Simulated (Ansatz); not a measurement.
# SrO: the cost of one run

All numbers are computed with Ansatz 0.2.0, driven from Python. Level of theory: DFT PBEsol, plane waves, PAW.

## Step 1: The system

It takes space group P6_3/mmc (No. 194, hexagonal). Conventional cell: a = 3.553 Å, b = 3.553 Å, c = 6.217 Å, α = 90.00°, β = 90.00°, γ = 120.00°. Around Sr (site symmetry -6m2) lie 6 O at 2.57 Å. O (site symmetry -3m) is surrounded by 6 Sr at 2.57 Å.

No structure file is read: the coordinates are typed or built in the script.

## Step 2: The script

run_berry.py reads:

```python
# -*- coding: utf-8 -*-
import argparse
import warnings

import ansatz as az
import numpy as np
from pymatgen.core import Lattice, Structure
from pymatgen.io.ase import AseAtomsAdaptor

parser = argparse.ArgumentParser(description="Berry-phase polarisation of SrO, and a Born charge from a small shift.")
parser.add_argument("--xc", default="pbesol", help="exchange-correlation functional")
parser.add_argument("--ecut", type=float, required=True, help="basis")
parser.add_argument("--k-density", type=float, required=True, help="k-point sampling")
parser.add_argument("--occupations", required=True, help="how the bands are filled")
args = parser.parse_args()

warnings.simplefilter("ignore", az.DeckWarning)

pmg_structure = Structure(
    Lattice([(3.553288, 0.0, 0.0), (-1.776644, 3.077238, 0.0), (0.0, 0.0, 6.217304)]),
    ["Sr", "Sr", "O", "O"],
    [
        (1 / 3, 2 / 3, 0.25),
        (2 / 3, 1 / 3, 0.75),
        (0.0, 0.0, 0.0),
        (0.0, 0.0, 0.5),
    ],
)
structure = az.Crystal.from_ase(AseAtomsAdaptor.get_atoms(pmg_structure))

def solve(structure):
    return (
        structure.calculation()
        .functional(args.xc)
        .pseudopotentials("paw")
        .basis(args.ecut)
        .kpoints(density=args.k_density)
        .occupations(args.occupations)
        .polarization()
        .run()
        .polarization()
    )


vectors = np.array(structure.lattice.vectors)
shifted = structure.move(3, to=np.array(structure.sites[3].position) + 0.03 * np.linalg.inv(vectors)[0])
before, after = solve(structure), solve(shifted)
for label, p in (("as typed", before), ("shifted", after)):
    print(label, "reduced polarisation:", [round(axis.reduced, 4) for axis in p.axes], "modulo", p.modulus)
change = np.array([b.reduced - a.reduced for a, b in zip(before.axes, after.axes)])
change -= before.modulus * np.round(change / before.modulus)
dipole = change @ vectors
print("dipole change (e A):", np.round(dipole, 4) + 0.0)
print("column of the Born charge of", structure.sites[3].symbol, "for a shift along x:", np.round(dipole / 0.03, 2) + 0.0)
```

## Step 3: Launch

Started as:

```sh
> python run_berry.py --ecut 550.0 --k-density 2.3 --occupations fixed
```

Q: Estimate wall time and peak memory on 1 thread of Arm Neoverse V2, shared host.

About 15 s, with a peak of 0.48 GiB.
